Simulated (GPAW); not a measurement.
Here is a GPAW 26.7.0 calculation.

File run.py:

```python
from ase import Atoms
from ase.dft.bandgap import bandgap
from ase.io import write
from ase.units import GPa
from gpaw import GPAW, PW

atoms = Atoms(['In', 'P'],
              cell=[[0.0, 2.9305, 2.9305],
                    [2.9305, 0.0, 2.9305],
                    [2.9305, 2.9305, 0.0]],
              scaled_positions=[[0.0, 0.0, 0.0],
                                [0.75, 0.75, 0.75]],
              pbc=True)

calc = GPAW(mode=PW(450),
            xc='PBE',
            kpts={'size': (6, 6, 6), 'gamma': True},
            occupations={'name': 'fermi-dirac', 'width': 0.05},
            nbands=18,
            maxiter=120,
            txt='gpaw.txt')
atoms.calc = calc
energy = atoms.get_potential_energy()
forces = atoms.get_forces()
stress = atoms.get_stress()
calc.write('gs.gpw')
write('result.traj', atoms)
print(f'Energy: {energy:.6f} eV')
print('Forces (eV/A):')
print(forces.round(4))
print('Stress (GPa):', (stress / GPa).round(3))
print('Fermi level:', round(calc.get_fermi_level(), 4), 'eV')
print(f'Gap: {bandgap(calc)[0]:.4f} eV, direct: {bandgap(calc, direct=True)[0]:.4f} eV')
```

Potentials or basis: GPAW PAW data sets (gpaw-data 1.2.1), pw.

The run is started by

```console
$ OMP_NUM_THREADS=1 python run.py
```

Task: Predict the band gap on the k mesh.

Result: 0.71 eV, direct.

Task: Predict the pressure.

Result: 2.0 GPa.

Caveat: the cutoff is short for stress and forces, so pressures can be off by a GPa or more; spin-orbit coupling is left out, which moves the levels of the heavy elements.

**Experimental background.**

From a printed reference work, data compilation, for a bulk crystal of InP at 1.6 K: band gap 1.4236 eV (direct).

Measured gap of InP: 1.4236 eV (direct; 1.6 K; a printed reference work, data compilation). This calculation gives 0.71 eV (-0.72 eV). Spin-orbit coupling on In is left out. The value is that of PBE, without temperature or zero-point motion. Semilocal functionals fall short of measured gaps as a rule.
